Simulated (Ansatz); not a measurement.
## HfO2: relaxation of cell and atoms with RPBE+D4

Crystal: HfO2.

```xyz
3
Lattice="0.0000 2.5575 2.5575 2.5575 0.0000 2.5575 2.5575 2.5575 0.0000" Properties=species:S:1:pos:R:3 pbc="T T T"
Hf    0.0000    0.0000    0.0000
O     3.8363    3.8363    3.8363
O     1.2788    1.2788    1.2788
```

Measurements of this composition are mostly on another form, of space group No. 14.

* Program: Ansatz 0.2.0
* Task: relaxation of cell and atoms
* Functional: RPBE
* Dispersion: D4
* Potentials or basis: Ansatz PAW
* Cutoff: 420 eV (not typed: the program's choice for these potentials)
* k mesh: 9 × 9 × 9
* Occupations: fermi-dirac, width 0.05 eV
* Spin: no spin polarisation

```
Relaxed volume                         : 10.94 Å³/atom
Relaxed cell                           : a = 3.593 Å, b = 3.593 Å, c = 3.593 Å, α = 60.00°, β = 60.00°, γ = 60.00°
Space group after relaxing (to 0.05 Å) : Fm-3m (No. 225)
Energy gained by relaxing              : 3.0 meV/atom
Ionic steps                            : 6
Pressure after relaxing                : 0.0 GPa
Band gap on the k mesh                 : 3.99 eV, indirect (least direct gap 4.10 eV)
```

The path:
| step | energy change (eV) | largest force (eV/Å) | volume (Å³) |
| --- | --- | --- | --- |
| 1 | 0.0000 | 0.0000 | 33.46 |
| 2 | -0.0122 | 0.0000 | 32.71 |
| 3 | -0.0120 | 0.0000 | 32.83 |
| 4 | -0.0092 | 0.0000 | 32.83 |
| 5 | -0.0094 | 0.0000 | 32.81 |
| 6 | -0.0091 | 0.0000 | 32.81 |

Final structure:
```
CELL_PARAMETERS angstrom
0.00000 2.54098 2.54098
2.54098 0.00000 2.54098
2.54098 2.54098 0.00000
ATOMIC_POSITIONS crystal
Hf 0.00000 0.00000 0.00000
O 0.75000 0.75000 0.75000
O 0.25000 0.25000 0.25000
```

Levels at points of the mesh, in eV from the valence-band top:
| k point | band 16 | band 17 | band 18 | band 19 | band 20 | band 21 | band 22 | band 23 |
| --- | --- | --- | --- | --- | --- | --- | --- | --- |
| (0.00, 0.00, 0.00) | -5.29 | -0.56 | -0.56 | -0.56 | 4.00 | 4.00 | 5.94 | 10.41 |

Wall time 3.6 s on 2 threads of Intel(R) Xeon(R) 6975P-C (Granite Rapids), with other jobs on the host, peak memory 0.39 GiB.

Caveat: odd divisions of the mesh miss points on the zone boundary, where band edges often lie, so the gap on the mesh can be too wide; the plane-wave basis is chosen anew once the cell has moved, so the energies of steps on either side of that aren't comparable; the pressure holds a Pulay correction of +0.8 GPa for the finite cutoff; spin-orbit coupling is left out, which moves the levels of the heavy elements; the PAW data sets come from PBE, with cores solved anew for the run's functional, which leaves a small shift of forces and pressure. Expect the measured gap to be larger: semilocal functionals such as RPBE lack the derivative discontinuity.
